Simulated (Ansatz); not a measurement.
Counting bonds and constraints in disordered SiC

A cell of 16 atoms, a random packing after short dynamics, relaxed. All numbers below come from DFT PBE, scalar-relativistic, plane waves, PAW in Ansatz.

Plane waves to 420 eV, a k mesh through Γ of 6×6×6 on the computed 16-atom cell and Gaussian smearing (0.10 eV); no spin polarisation.

```
Si C
1.0
     5.54406    0.17123   -0.21599
     0.16713    6.07928    0.06103
    -0.21416    0.03771    5.22936
Si C
8 8
Cartesian
  2.1147 1.0601 3.5062
  5.0074 6.1158 3.4138
  3.0733 2.7461 0.2915
  0.1064 4.2835 0.8074
  3.4279 2.8543 2.7760
  1.1734 1.5347 0.6823
  2.0958 5.5285 1.5689
  2.2664 4.4906 3.8872
  0.3185 1.4516 4.0988
  5.3938 2.9871 3.1675
  3.9381 5.6054 0.7418
  0.3218 4.1891 4.1072
  4.4637 1.9106 1.1647
  0.0561 2.6571 1.8106
  3.3869 5.9082 4.5038
  4.4506 0.5348 1.5417
```

Pairs within 1.2 times the summed covalent radii count as bonded.

**Question.** Compare coordinations with the usual valences, and count constraints.

**Answer.**
```json
{"element": "C", "usual valence": "4", "atoms × bonds found": "1×3, 7×4"}
{"element": "Si", "usual valence": "4", "atoms × bonds found": "5×4, 3×5"}
```

12 of 16 atoms have their usual valence (8 − N for groups 14 to 17, three for boron, one for hydrogen), 3 have more bonds and 1 fewer. The mean coordination is 4.12 against 4.00 by the rule. 48 % of the bonds join like atoms. Each atom with r bonds brings r/2 stretching and 2r − 3 bending constraints (no bending for r = 1): 7.31 per atom against 3 degrees of freedom, so by Maxwell counting the network is stressed rigid: without a crystal's symmetry not all bonds and angles can be satisfied, which shows as spread in angles. In carbon and in B–N networks three bonds with π bonding are a full valence too.

Cost: 6 runs of about 48 core-minutes in all (earlier runs that led there not counted), on Intel Xeon Processor @ 2.50GHz (Skylake/Cascade Lake) (shared hosts).